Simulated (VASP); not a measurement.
Set up this calculation in VASP 6.6.1, as the native input.

```
Task                   : dielectric tensor
Functional             : PBE
Potentials or basis    : VASP PAW PBE potentials, release 64 (Te, Pb_d)
Cutoff                 : 520 eV
k mesh                 : 6 × 6 × 6
Occupations            : gaussian, width 0.01 eV
Spin                   : no spin polarisation
Dipole correction      : no
Further INCAR settings : ALGO = Normal; EDIFF = 1e-08
```

The structure of TePb lies in POSCAR:

```
TePb
1.0
    0.0000000000      3.2310000000      3.2310000000
    3.2310000000      0.0000000000      3.2310000000
    3.2310000000      3.2310000000      0.0000000000
Te Pb
1 1
Direct
    0.5000000000      0.5000000000      0.5000000000
    0.0000000000      0.0000000000      0.0000000000
```

One way to write it, as run:

INCAR

```
SYSTEM = TePb
PREC = Accurate
ENCUT = 520
EDIFF = 1E-8
ISMEAR = 0
SIGMA = 0.01
LREAL = .False.
LASPH = .True.
NELM = 100
ALGO = Normal
ISIF = 2
LWAVE = .False.
LCHARG = .False.
GGA = PE
LEPSILON = .True.
```

KPOINTS

```
Automatic mesh
0
Gamma
  6 6 6
  0 0 0
```

Potentials or basis: VASP PAW PBE potentials, release 64 (Te, Pb_d).

Run with:

```sh
$ cat potpaw_PBE.64/Te/POTCAR potpaw_PBE.64/Pb_d/POTCAR > POTCAR
$ mpirun -np 1 vasp_std > vasp.out
```

It gave:

The band gap on the k mesh is 0.73 eV, direct. The electronic dielectric tensor (diagonal) is 30.00 and the born charges (mean of the diagonal) is Te -5.59; Pb +5.59 e.

Caveat: spin-orbit coupling is left out, which as a rule narrows the gap of such compounds by several tenths of an eV.

Run time: 5.1 min on 1 thread of Intel(R) Xeon(R) Platinum 8488C (Sapphire Rapids), with other jobs on the host, peak memory 0.28 GiB.
